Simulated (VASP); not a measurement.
Crystal: BAs.

```
CELL_PARAMETERS angstrom
0.00000 2.38850 2.38850
2.38850 0.00000 2.38850
2.38850 2.38850 0.00000
ATOMIC_POSITIONS crystal
B 0.00000 0.00000 0.00000
As 0.25000 0.25000 0.25000
```

Base run:

* Program: VASP 6.6.1
* Functional: PBE
* Potentials or basis: VASP PAW PBE potentials, release 64 (B, As)
* Cutoff: 520 eV
* k mesh: 6 × 6 × 6
* Occupations: gaussian, width 0.03 eV
* Spin: no spin polarisation

Its results: band gap on the k mesh 1.27 eV, indirect (least direct gap 3.27 eV); pressure 3.5 GPa.

After a change of settings the same cell gave: band gap on the k mesh 1.81 eV, indirect (least direct gap 3.88 eV); pressure 1.8 GPa. Which change was it?
A. functional from PBE to PBE0
B. functional from PBE to PBE-EpsX
C. functional from PBE to HSE06

B.

PBE-EpsX gives the wider gap, since exact exchange removes part of the self-interaction.

Caveats: the PAW data sets were made with another functional, which shifts forces and pressure a little (some runs).
